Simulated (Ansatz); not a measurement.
The system is SnSe.

```
Sn Se
1.0
    11.42000    0.00000    0.00000
     0.00000    4.19000    0.00000
     0.00000    0.00000    4.46000
Sn Se
4 4
Direct
  0.87700 0.75000 0.90900
  0.62300 0.25000 0.40900
  0.37700 0.75000 0.59100
  0.12300 0.25000 0.09100
  0.64300 0.75000 0.98400
  0.85700 0.25000 0.48400
  0.14300 0.75000 0.51600
  0.35700 0.25000 0.01600
```

| Item | Value |
| --- | --- |
| Program | Ansatz 0.2.0 |
| Task | relaxation of cell and atoms |
| Functional | r2SCAN |
| Dispersion | rVV10 |
| Potentials or basis | Ansatz PAW |
| Cutoff | 500 eV (not typed: the program's choice for these potentials) |
| k mesh | 3 × 6 × 6 |
| Occupations | fermi-dirac, width 0.05 eV |
| Spin | no spin polarisation |

At the start: volume 26.68 Å³/atom.

**Question.** How do energy, volume and symmetry change on relaxing?

**Answer.** It ends after 7 steps and the volume is 27.18 Å³/atom (+1.9 %); space group Pnma (No. 62, to 0.05 Å).

Step by step:
```
step  energy change (eV)  largest force (eV/Å)  volume (Å³)
   1              0.0000                0.2065       213.41
   2             -0.0053                0.0645       221.15
   3             -0.0366                0.0533       218.46
   4             -0.0536                0.0707       220.10
   5             -0.0601                0.0250       217.28
   6             -0.0607                0.0078       217.48
   7             -0.0609                0.0078       217.48
```

Final structure:
```
CELL_PARAMETERS angstrom
11.54599 0.00000 0.00000
0.00000 4.12406 0.00000
0.00000 0.00000 4.56733
ATOMIC_POSITIONS crystal
Sn 0.88154 0.75000 0.88554
Sn 0.61846 0.25000 0.38554
Sn 0.38154 0.75000 0.61446
Sn 0.11846 0.25000 0.11446
Se 0.64632 0.75000 0.98599
Se 0.85368 0.25000 0.48599
Se 0.14632 0.75000 0.51401
Se 0.35368 0.25000 0.01401
```

Caveat: the plane-wave basis is chosen anew once the cell has moved, so the energies of steps on either side of that aren't comparable; the PAW data sets come from PBE, with cores solved anew for the run's functional, which leaves a small shift of forces and pressure.
